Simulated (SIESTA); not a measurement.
MoS2, a slab with vacuum:

```
Mo S
1.0
     3.18454    0.00000    0.00000
    -1.59227    2.75789    0.00000
     0.00000    0.00000   21.67053
Mo S
2 4
Direct
  0.33333 0.66667 0.85116
  0.66667 0.33333 0.14884
  0.66667 0.33333 0.77963
  0.33333 0.66667 0.07725
  0.66667 0.33333 0.92275
  0.33333 0.66667 0.22037
```

* Program: SIESTA 5.4.2
* Task: single point
* Functional: PBE
* Potentials or basis: PseudoDojo 0.4 standard (PBE files)
* Basis: DZP (energy shift 0.003 Ry; two zetas on semicore shells)
* Grid cutoff: 800 Ry
* Energy shift: 0.003 Ry
* k mesh: 10 × 10 × 2
* Occupations: fermi-dirac, width 0.05 eV
* Spin: no spin polarisation

On this cell: largest force 0.618 eV/Å; band gap on the k mesh 1.38 eV, indirect (least direct gap 1.91 eV).

The same run follows on a disturbed copy (atoms moved at random, drawn with an rms of 0.05 Å):

```
Mo S
1.0
     3.18454    0.00000    0.00000
    -1.59227    2.75789    0.00000
     0.00000    0.00000   21.67053
Mo S
2 4
Direct
  0.34384 0.66824 0.85091
  0.67791 0.34480 0.14846
  0.67064 0.34761 0.77843
  0.33154 0.66630 0.07732
  0.65108 0.33668 0.92370
  0.32899 0.65297 0.21840
```

Task: What does the disturbed cell give?

Result: The energy moves by +18.1 meV/atom; largest force 1.548 eV/Å; band gap on the k mesh 1.30 eV, indirect (least direct gap 1.77 eV).

Forces in eV/Å, atoms in the order of the input:
```
Mo  -1.251  0.418  0.047
Mo  -0.359 -1.113 -0.467
S    0.437 -0.321 -0.241
S    0.239  0.372 -0.865
S    0.816 -0.096  0.173
S    0.117  0.741  1.355
```

Stress tensor (GPa, compression positive):
```
 2.62 -0.23  0.34
-0.23  1.63  0.76
 0.34  0.76  3.52
```

Caveats: the basis of atomic orbitals isn't converged, which shifts pressures, moduli and gaps.

A k mesh can miss the band edges.
